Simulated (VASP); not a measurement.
Set up this calculation in VASP 6.6.1, as the native input.

```yaml
Task: Born charges and dielectric tensor
Functional: LDA
Potentials_or_basis: VASP PAW LDA potentials, release 64 (Sn_d, O)
Cutoff: 520 eV
k_mesh: 7 × 7 × 6
Occupations: fermi-dirac, width 0.05 eV
Spin: no spin polarisation
Further_INCAR_settings: ALGO = Fast; EDIFF = 1e-08; IBRION = 8
```

The structure of SnO lies in POSCAR:

```
SnO
1.0
    3.8136952200      0.0000000000      0.0000000000
    0.0000000000      3.8136952200      0.0000000000
    0.0000000000      0.0000000000      4.8869133000
Sn O
2 2
Direct
    0.5000000000      0.0000000000      0.7646261400
    0.0000000000      0.5000000000      0.2353738600
    0.0000000000      0.0000000000      0.0000000000
    0.5000000000      0.5000000000      0.0000000000
```

The cell is a database's computed one.

The input as run:

INCAR

```
SYSTEM = SnO
ALGO     = Fast           ! electronic algorithm
EDIFF    = 1E-8           ! SCF threshold, eV
ENCUT    = 520            ! plane-wave cutoff, eV
IBRION   = 8              ! ionic algorithm
ISIF     = 2              ! what is computed and relaxed
ISMEAR   = -1             ! smearing method
LASPH    = .True.         ! aspherical terms in the spheres
LCHARG   = .False.        ! write CHGCAR
LEPSILON = .True.         ! dielectric tensor by DFPT
LREAL    = .False.        ! projectors in reciprocal space
LWAVE    = .False.        ! write WAVECAR
NELM     = 100            ! most SCF steps
PREC     = Accurate       ! precision mode
SIGMA    = 0.05           ! smearing width, eV
```

KPOINTS

```
k-points
0
Gamma
  7 7 6
  0 0 0
```

Potentials or basis: VASP PAW LDA potentials, release 64 (Sn_d, O).

Command:

```console
$ cat potpaw_LDA.64/Sn_d/POTCAR potpaw_LDA.64/O/POTCAR > POTCAR
$ mpirun -np 1 vasp_std > vasp.out
```

Results of the run:

```yaml
Band_gap_on_the_k_mesh: 0.44 eV, indirect (least direct gap 1.96 eV)
Electronic_dielectric_tensor_diagonal: 8.01, 8.01, 7.08
Born_charges_mean_of_the_diagonal: Sn +3.02; O -3.02 e
Highest_phonon_frequency_at_Γ_LO-TO_splitting_left_out: 444 cm⁻¹
```

Caveat: the gap is small at this level, which inflates the dielectric constant; spin-orbit coupling is left out, which moves the levels of the heavy elements; an odd mesh through Γ misses points on the zone boundary, where band edges often lie.

It took 18 min on 1 thread of Intel(R) Xeon(R) 6975P-C (Granite Rapids) (shared host), peak memory 0.56 GiB.
